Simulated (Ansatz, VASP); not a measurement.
One calculation of HfN, two programs

Contents of INCAR:

```
SYSTEM = HfN
PREC = Accurate
ENCUT = 520
EDIFF = 1E-8
ISMEAR = -1
SIGMA = 0.03
LREAL = .False.
LASPH = .True.
NELM = 80
ALGO = Normal
ISIF = 2
LWAVE = .False.
LCHARG = .False.
GGA = CA
LEFG = .True.
NBANDS = 14
```

The input KPOINTS:

```
regular mesh
0
Gamma
  10 10 10
  0 0 0
```

POSCAR

```
HfN
1.0
    0.0000000000      2.2284692304      2.2284692304
    2.2284692304      0.0000000000      2.2284692304
    2.2284692304      2.2284692304      0.0000000000
Hf N
1 1
Direct
    0.0000000000      0.0000000000      0.0000000000
    0.5000000000      0.5000000000      0.5000000000
```

Input for Ansatz:

```yaml
crystal:
  lattice:
    - [0.0, 2.2284692304, 2.2284692304]
    - [2.2284692304, 0.0, 2.2284692304]
    - [2.2284692304, 2.2284692304, 0.0]
  atoms:
    - { symbol: Hf, position: [0.0, 0.0, 0.0] }
    - { symbol: "N", position: [0.5, 0.5, 0.5] }
kpoints:
  mp_grid: { grid: [10, 10, 10] }
scf:
  occupations: { method: fermi_dirac, width: 0.03 }
hamiltonian:
  xc: lda
  pseudopotentials: { kind: paw }
output:
  forces: true
  stress: true
  eigenvalues: true
  efg: { contact_densities: true }
  write_density: true
  write_potential: true
  elf: true
  volumetric_format: npy
```

Change from the starting cell: functional lda, volume scaled by 0.96, PAW files.

Alike in both runs: task electric field gradients; functional LDA; k mesh 10 × 10 × 10; occupations fermi-dirac, width 0.03 eV; no spin polarisation.

```csv
,VASP,Ansatz
version,VASP 6.6.1,Ansatz 0.2.0
potentials or method,"VASP PAW LDA potentials, release 64 (Hf_pv, N)","PAW with Ansatz's default frozen-core files, scalar-relativistic"
plane-wave cutoff (eV),520,420
valence electrons in the cell,15,31
```

```tsv
	VASP	Ansatz	Ansatz less VASP
pressure (GPa)	1.1	2.3	+1.18
Vzz of the field gradient on the site that differs most (V/Å²)	0.0	0.0	0.00
```

The two sets of potentials don't hold the same shells in valence. Ansatz warned: «gradients_without_spin_orbit».

The runs have no spin-orbit coupling, so splittings on Hf are missing.
